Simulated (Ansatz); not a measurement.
**diamond against fcc along group 14**

Theory: DFT, HSE06, plane waves (420 eV) with PAW, scalar-relativistic in Ansatz. The PAW files were generated under PBE, with cores re-solved for the functional.

Each structure is relaxed within its symmetry, in the lowest magnetic state of the tried starts. Differences under about 8 meV lie within the error of the k-point mesh.

The hybrid is evaluated at the semilocal geometry on a coarser k-mesh, and its energy is corrected by the semilocal functional's change from that mesh to the dense one.

```json
{"element": "C", "E(diamond) − E(fcc) (meV/atom)": "-4940", "V(diamond) (Å³/atom)": "5.70", "V(fcc) (Å³/atom)": "7.32", "state of diamond": "spin not included", "state of fcc": "spin not included"}
{"element": "Si", "E(diamond) − E(fcc) (meV/atom)": "?", "V(diamond) (Å³/atom)": "?", "V(fcc) (Å³/atom)": "?", "state of diamond": "?", "state of fcc": "?"}
{"element": "Ge", "E(diamond) − E(fcc) (meV/atom)": "-480", "V(diamond) (Å³/atom)": "24.04", "V(fcc) (Å³/atom)": "19.56", "state of diamond": "spin not included", "state of fcc": "spin not included"}
```

(1) Fill in the row of Si.

Answers

(1) E(diamond) − E(fcc) (meV/atom): -682; V(diamond) (Å³/atom): 20.47; V(fcc) (Å³/atom): 14.44; state of diamond: spin not included; state of fcc: spin not included.
